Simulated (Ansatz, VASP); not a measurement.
## Cu in VASP and in Ansatz

```xyz
1
Lattice="0.0000 1.8075 1.8075 1.8075 0.0000 1.8075 1.8075 1.8075 0.0000" Properties=species:S:1:pos:R:3 pbc="T T T"
Cu    0.0000    0.0000    0.0000
```

Alike in both runs: task single point; functional PBEsol; k mesh 8 × 8 × 8; occupations gaussian, width 0.1 eV; no spin polarisation.

```csv
,VASP,Ansatz
version,VASP 6.6.1,Ansatz 0.2.0
potentials or method,"VASP PAW PBE potentials, release 64 (Cu)","scalar-relativistic, plane waves, PAW"
plane-wave cutoff (eV),520,420
valence electrons in the cell,11,19
```

|  | VASP | Ansatz | Ansatz less VASP |
| --- | --- | --- | --- |
| gap on the k mesh at the Fermi level (eV) | none | none | - |
| pressure (GPa) | -5.0 | -5.6 | -0.64 |

A gap of «none» marks a metal or a gap that the smearing closes. The functional is the same, so the differences come from potentials, cutoffs and numerics. The two sets of potentials don't hold the same shells in valence.

Caveats: the k mesh is coarse (spacing up to 0.38 Å⁻¹), so the values aren't converged; the PAW data sets were made with another functional, which shifts forces and pressure a little (VASP).
